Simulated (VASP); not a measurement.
# PbSe (Clausthalite) (Fm-3m) in VASP: a series of runs

The runs below take PbSe (Clausthalite) through elastic constants, Born charges and dielectric tensor, phonons, with LDA, PBE.

All numbers are computed with VASP 6.6.1; they aren't measurements. Logs are shortened: lines on timing, memory, paths and dates and some standing lists are left out, and cuts for length are marked.

**The experiment to reproduce.**

From a printed reference work, monograph, for a bulk crystal of PbSe: band gap 0.28 eV (direct) at 300 K; band gap 0.15 eV (direct) at 4.2 K.

The runs below are set against these values where they give the same quantity.

## (1) The crystal as given

It takes space group Fm-3m (No. 225, cubic). The conventional cell has a = 6.121 Å, b = 6.121 Å, c = 6.121 Å, α = 90.00°, β = 90.00°, γ = 90.00°. Pb (site symmetry m-3m) is surrounded by 6 Se at 3.06 Å. Se (site symmetry m-3m) has 6 Pb at 3.06 Å as nearest neighbours.

## (2) Elastic constants, LDA

File POSCAR:

```
PbSe
1.0
    0.0000000000      3.0606500000      3.0606500000
    3.0606500000      0.0000000000      3.0606500000
    3.0606500000      3.0606500000      0.0000000000
Pb Se
1 1
Direct
    0.0000000000      0.0000000000      0.0000000000
    0.5000000000      0.5000000000      0.5000000000
```

File INCAR.step1:

```
SYSTEM = PbSe
  PREC = Accurate
  ENCUT = 600
  EDIFF = 1E-8
  ISMEAR = -1
  SIGMA = 0.05
  LREAL = .False.
  LASPH = .True.
  NELM = 100
  ALGO = Normal
  ISIF = 3
  LWAVE = .False.
  LCHARG = .False.
  GGA = CA
  IBRION = 2
  NSW = 40
  EDIFFG = -0.002
```

File INCAR.step2:

```
SYSTEM = PbSe
  PREC = Accurate
  ENCUT = 600
  EDIFF = 1E-8
  ISMEAR = -1
  SIGMA = 0.05
  LREAL = .False.
  LASPH = .True.
  NELM = 100
  ALGO = Normal
  ISIF = 3
  LWAVE = .False.
  LCHARG = .False.
  GGA = CA
  IBRION = 6
  NFREE = 2
  POTIM = 0.015
  NSW = 1
```

File KPOINTS:

```
regular mesh
0
Gamma
  6 6 6
  0 0 0
```

Potentials or basis: VASP PAW LDA potentials, release 64 (Pb_d, Se).

On the command line:

```
cat potpaw_LDA.64/Pb_d/POTCAR potpaw_LDA.64/Se/POTCAR > POTCAR
cp INCAR.step1 INCAR
mpirun -np 1 vasp_std > vasp.out
cp CONTCAR POSCAR
cp INCAR.step2 INCAR
mpirun -np 1 vasp_std > vasp.out
```

OUTCAR:

```text
SYSTEM = PbSe
   PREC = Accurate
   ENCUT = 600
   EDIFF = 1E-8
   ISMEAR = -1
   LREAL = .False.
   LASPH = .True.
   NELM = 100
   ISIF = 3
   GGA = CA
   IBRION = 6
   NFREE = 2
   POTIM = 0.015
   NSW = 1

 ion  position               nearest neighbor table
   1  0.000  0.000  0.000-   2 3.02   2 3.02   2 3.02   2 3.02   2 3.02   2 3.02
   2  0.500  0.500  0.500-   1 3.02   1 3.02   1 3.02   1 3.02   1 3.02   1 3.02

  LATTYP: Found a face centered cubic cell.
 ALAT       =     6.0395760826

  Lattice vectors:

 A1 = (   0.0000000000,   3.0197880413,   3.0197880413)
 A2 = (   3.0197880413,   0.0000000000,   3.0197880413)
 A3 = (   3.0197880413,   3.0197880413,   0.0000000000)

Analysis of symmetry for initial positions (statically):
=====================================================================
 Subroutine PRICEL returns:
 Original cell was already a primitive cell.

 Routine SETGRP: Setting up the symmetry group for a
 face centered cubic supercell.

 Subroutine GETGRP returns: Found 48 space group operations
 (whereof 48 operations were pure point group operations)
 out of a pool of 48 trial point group operations.

The static configuration has the point symmetry O_h .

Analysis of symmetry for dynamics (positions and initial velocities):
=====================================================================
 Subroutine PRICEL returns:
 Original cell was already a primitive cell.

 Routine SETGRP: Setting up the symmetry group for a
 face centered cubic supercell.

 Subroutine GETGRP returns: Found 48 space group operations
 (whereof 48 operations were pure point group operations)
 out of a pool of 48 trial point group operations.

The dynamic configuration has the point symmetry O_h .

 Subroutine INISYM returns: Found 48 space group operations
 (whereof 48 operations are pure point group operations),
 and found     1 'primitive' translations

----------------------------------------------------------------------------------------

                                     Primitive cell

  volume of cell :      55.0756

  direct lattice vectors                    reciprocal lattice vectors
     0.000000000  3.019788041  3.019788041    -0.165574535  0.165574535  0.165574535
     3.019788041  0.000000000  3.019788041     0.165574535 -0.165574535  0.165574535
     3.019788041  3.019788041  0.000000000     0.165574535  0.165574535 -0.165574535

  length of vectors
     4.270625204  4.270625204  4.270625204     0.286783507  0.286783507  0.286783507

  position of ions in fractional coordinates (direct lattice)
     0.000000000  0.000000000  0.000000000
     0.500000000  0.500000000  0.500000000

  ion indices of the primitive-cell ions
   primitive index   ion index
                 1           1
                 2           2

----------------------------------------------------------------------------------------

 KPOINTS: regular mesh

Automatic generation of k-mesh.
 Grid dimensions read from file:
 generate k-points for:    6    6    6

 Generating k-lattice:

  Cartesian coordinates                     Fractional coordinates (reciprocal lattice)
    -0.027595756  0.027595756  0.027595756     0.166666667  0.000000000  0.000000000
     0.027595756 -0.027595756  0.027595756     0.000000000  0.166666667  0.000000000
     0.027595756  0.027595756 -0.027595756     0.000000000  0.000000000  0.166666667

  Length of vectors
     0.047797251  0.047797251  0.047797251

  Shift w.r.t. Gamma in fractional coordinates (k-lattice)
     0.000000000  0.000000000  0.000000000

 Subroutine IBZKPT returns following result:
 ===========================================

 Found     16 irreducible k-points:

 Following reciprocal coordinates:
            Coordinates               Weight
  0.000000  0.000000  0.000000      1.000000
  0.166667  0.000000  0.000000      8.000000
  0.333333  0.000000  0.000000      8.000000
  0.500000  0.000000  0.000000      4.000000
  0.166667  0.166667  0.000000      6.000000
  0.333333  0.166667  0.000000     24.000000
[... 8 lines left out ...]
 -0.333333  0.333333  0.166667     24.000000
 -0.333333  0.500000  0.166667     12.000000
   k-points           NKPTS =     16   k-points in BZ     NKDIM =     16   number of bands    NBANDS=     14
   number of dos      NEDOS =    301   number of ions     NIONS =      2
   total plane-waves  NPLWV =  46656
   dimension x,y,z NGX =    36 NGY =   36 NGZ =   36
   dimension x,y,z NGXF=    72 NGYF=   72 NGZF=   72
   ions per type =               1   1
   NGX,Y,Z   is equivalent  to a cutoff of  14.01, 14.01, 14.01 a.u.
[... 69 lines left out ...]
  Total       -0.0014237     -0.0014237     -0.0014237      0.0000000      0.0000000     -0.0000000
  in kB       -0.0414173     -0.0414173     -0.0414173      0.0000000      0.0000000     -0.0000000
  external PRESSURE =      -0.0414173 kB  Pullay stress =       0.0000000 kB
[... 89 lines left out ...]
  FREE ENERGIE OF THE ION-ELECTRON SYSTEM (eV)
  ---------------------------------------------------
  free  energy   TOTEN  =        -9.4584419264 eV

  energy  without entropy=       -9.4559262568  energy(sigma->0) =       -9.45718409

 E-fermi :   5.2913     XC(G=0):  -9.9618

 val. band max:        5.2542501839   @ k =   0.5000   0.0000   0.0000
 cond. band min:       5.3284322348   @ k =   0.5000   0.0000   0.0000
 fundamental gap:      0.0741820509
 Fermi energy:         5.2913420764

 k-point     1 :       0.0000    0.0000    0.0000
  band No.  band energies     occupation
      1     -11.6004      2.00000
      2     -11.5935      2.00000
      3     -11.5935      2.00000
      4     -11.5933      2.00000
      5     -11.5913      2.00000
      6      -8.6106      2.00000
      7      -1.1120      2.00000
      8       3.1938      2.00000
      9       3.1938      2.00000
     10       3.3284      2.00000
     11       9.6573      0.00000
     12      10.0056      0.00000
     13      10.0056      0.00000
     14      11.5938      0.00000
[... 377 lines left out ...]
      1     -11.7159      2.00000
      2     -11.6053      2.00000
      3     -11.5866      2.00000
      4     -11.5528      2.00000
      5     -11.5438      2.00000
      6      -7.1573      2.00000
      7      -2.7803      2.00000
      8       0.7109      2.00000
      9       2.1210      2.00000
     10       2.3527      2.00000
     11       8.8530      0.00000
     12       9.7772      0.00000
     13      10.1232      0.00000
     14      10.7711      0.00000

 [... further k-points ...]

[... ionic steps 4 to 14 ...]

--------------------------------------- Ionic step       15  -------------------------------------------

 number of electron      19.9999999 magnetization

------------------------ aborting loop because EDIFF is reached ----------------------------------------
[... 67 lines left out ...]
--------------------------------------- Ionic step       17  -------------------------------------------

 number of electron      19.9999998 magnetization

 Free energy of the ion-electron system (eV)
  ---------------------------------------------------
  ext. energy  EPLUGINS =         0.00000000
  ---------------------------------------------------
  free energy    TOTEN  =        -9.46446744 eV

  energy without entropy =       -9.46202369  energy(sigma->0) =       -9.46324556

 E-fermi :   5.4709     XC(G=0): -10.0301

 val. band max:        5.4446144548   @ k =   0.5000   0.0000   0.0000
 cond. band min:       5.4971804362   @ k =   0.5000   0.0000   0.0000
 fundamental gap:      0.0525659814
 Fermi energy:         5.4708981231

 k-point     1 :       0.0000    0.0000    0.0000
  band No.  band energies     occupation
      1     -11.4344      2.00000
      2     -11.4343      2.00000
      3     -11.4297      2.00000
      4     -11.4296      2.00000
      5     -11.4296      2.00000
      6      -8.5503      2.00000
      7      -0.8967      2.00000
      8       3.3610      2.00000
      9       3.3615      2.00000
     10       3.3615      2.00000
     11      10.1113      0.00000
     12      10.1113      0.00000
     13      10.1134      0.00000
     14      11.8137      0.00000
[... 377 lines left out ...]
      1     -11.5302      2.00000
      2     -11.4395      2.00000
      3     -11.4217      2.00000
      4     -11.4002      2.00000
      5     -11.3882      2.00000
      6      -7.0339      2.00000
      7      -3.0863      2.00000
      8       0.8044      2.00000
      9       2.8352      2.00000
     10       3.3683      2.00000
     11       8.0586      0.00000
     12       8.6273      0.00000
     13      10.4797      0.00000
     14      12.1486      0.00000

 [... further k-points ...]

------------------------ aborting loop because EDIFF is reached ----------------------------------------

  FORCE on cell =-STRESS in cart. coord.  units (eV):
  Direction    XX          YY          ZZ          XY          YZ          ZX
  --------------------------------------------------------------------------------------
  -------------------------------------------------------------------------------------
  Total        0.0025571     -0.0016789     -0.0016789      0.0000000      0.0000000      0.0000000
  in kB        0.0743884     -0.0488409     -0.0488409      0.0000000      0.0000000      0.0000000
  external PRESSURE =      -0.0077645 kB  Pullay stress =       0.0000000 kB
[... 17 lines left out ...]
  FREE ENERGIE OF THE ION-ELECTRON SYSTEM (eV)
  ---------------------------------------------------
  free  energy   TOTEN  =        -9.4644674358 eV

  energy  without entropy=       -9.4620236881  energy(sigma->0) =       -9.46324556

 INTERNAL STRAIN TENSORS FROM STRAINED CELLS
 ============================================

 INTERNAL STRAIN TENSOR FOR ION    1 for displacements in x,y,z  (eV/Angst):
          X           Y           Z          XY          YZ          ZX
  --------------------------------------------------------------------------------
  x    -0.00000     0.00000    -0.00000    -0.00000     0.00000     0.00000
  y    -0.00000     0.00000     0.00000    -0.00000     0.00000     0.00000
  z    -0.00000     0.00000    -0.00000     0.00000    -0.00000     0.00000

 INTERNAL STRAIN TENSORS FROM DISPLACED ATOMS
 ============================================

 INTERNAL STRAIN TENSOR FOR ION    1 for displacements in x,y,z  (eV/Angst):
          X           Y           Z          XY          YZ          ZX
  --------------------------------------------------------------------------------
  x     0.00000     0.00000     0.00000     0.00000     0.00000     0.00000
  y     0.00000     0.00000     0.00000     0.00000     0.00000     0.00000
  z     0.00000     0.00000     0.00000     0.00000     0.00000     0.00000

 INTERNAL STRAIN TENSOR FOR ION    2 for displacements in x,y,z  (eV/Angst):
          X           Y           Z          XY          YZ          ZX
  --------------------------------------------------------------------------------
  x     0.00000     0.00000     0.00000     0.00000     0.00000     0.00000
  y     0.00000     0.00000     0.00000     0.00000     0.00000     0.00000
  z     0.00000     0.00000     0.00000     0.00000     0.00000     0.00000

 Eigenvectors and eigenvalues of the dynamical matrix
 ----------------------------------------------------

   1 f  =    0.658930 THz     4.140180 2PiTHz   21.979540 cm-1     2.725114 meV
             X         Y         Z           dx          dy          dz
      0.000000  0.000000  0.000000     0.000000    0.521805    0.000000
      3.019788  3.019788  3.019788     0.000000   -0.853065    0.000000
[... 21 lines left out ...]
   6 f/i=    0.002695 THz     0.016934 2PiTHz    0.089900 cm-1     0.011146 meV
             X         Y         Z           dx          dy          dz
      0.000000  0.000000  0.000000     0.000000    0.000000    0.853065
      3.019788  3.019788  3.019788     0.000000    0.000000    0.521805

--------------------------------------------------------------------------------------------------------

 ELASTIC MODULI CONTR FROM IONIC RELAXATION (kBar)
 Direction    XX          YY          ZZ          XY          YZ          ZX
 --------------------------------------------------------------------------------
 XX           0.0000      0.0000      0.0000      0.0000      0.0000      0.0000
 YY           0.0000      0.0000      0.0000      0.0000      0.0000      0.0000
 ZZ           0.0000      0.0000      0.0000      0.0000      0.0000      0.0000
 XY           0.0000      0.0000      0.0000      0.0000      0.0000      0.0000
 YZ           0.0000      0.0000      0.0000      0.0000      0.0000      0.0000
 ZX           0.0000      0.0000      0.0000      0.0000      0.0000      0.0000
 --------------------------------------------------------------------------------

 TOTAL ELASTIC MODULI (kBar)
 Direction    XX          YY          ZZ          XY          YZ          ZX
 --------------------------------------------------------------------------------
 XX        1481.5757     89.5165     89.5165      0.0000      0.0000      0.0000
 YY          89.5165   1481.5757     89.5165      0.0000      0.0000     -0.0000
 ZZ          89.5165     89.5165   1481.5757      0.0000      0.0000     -0.0000
 XY           0.0000      0.0000      0.0000    122.2342      0.0000      0.0000
 YZ           0.0000      0.0000      0.0000      0.0000    122.2342      0.0000
 ZX           0.0000     -0.0000     -0.0000      0.0000      0.0000    122.2342
 --------------------------------------------------------------------------------
```

Run time: 6.8 min. Hardware: 1 thread of Intel Xeon Platinum 8488C (Sapphire Rapids), shared host; peak memory 0.26 GiB.

What came out:

```yaml
Relaxed_volume: 27.54 Å³/atom
Relaxed_cell: a = 4.271 Å, b = 4.271 Å, c = 4.271 Å, α = 60.00°, β = 60.00°, γ = 60.00°
Space_group_after_relaxing_to_0.05_Å: Fm-3m (No. 225)
Elastic_constants_C11_C12_C44: 148, 9, 12 GPa
Voigt_bulk_modulus: 55 GPa
Highest_phonon_frequency_at_Γ_LO-TO_splitting_left_out: 22 cm⁻¹
```

Step by step:
```csv
step,energy change (eV),largest force (eV/Å),pressure (GPa),volume (Å³)
1,0.0000,0.0000,-2.07,57.34
2,-0.0133,0.0000,0.78,54.32
3,-0.0151,0.0000,0.00,55.08
```

Final structure:
```cif
data_structure
_symmetry_space_group_name_H-M 'P 1'
_symmetry_Int_Tables_number 1
_cell_length_a 4.2706
_cell_length_b 4.2706
_cell_length_c 4.2706
_cell_angle_alpha 60.000
_cell_angle_beta 60.000
_cell_angle_gamma 60.000
_cell_volume 55.08
loop_
_atom_site_label
_atom_site_type_symbol
_atom_site_fract_x
_atom_site_fract_y
_atom_site_fract_z
_atom_site_occupancy
Pb1 Pb 0.00000 0.00000 0.00000 1
Se1 Se 0.50000 0.50000 0.50000 1
```

Phonon frequencies in cm⁻¹ (negative: imaginary):
| q point | frequencies |
| --- | --- |
| (0.000, 0.000, 0.000) | 0 0 0 22 22 22 |

Elastic tensor in Voigt notation (GPa, in the Cartesian axes of the cell as first typed):
```
148   9   9   0   0   0
  9 148   9   0   0   0
  9   9 148   0   0   0
  0   0   0  12   0   0
  0   0   0   0  12   0
  0   0   0   0   0  12
```

Clamped-ion elastic tensor (GPa):
```
148   9   9   0   0   0
  9 148   9   0   0   0
  9   9 148   0   0   0
  0   0   0  12   0   0
  0   0   0   0  12   0
  0   0   0   0   0  12
```

(Continued in part 2 of 3.)
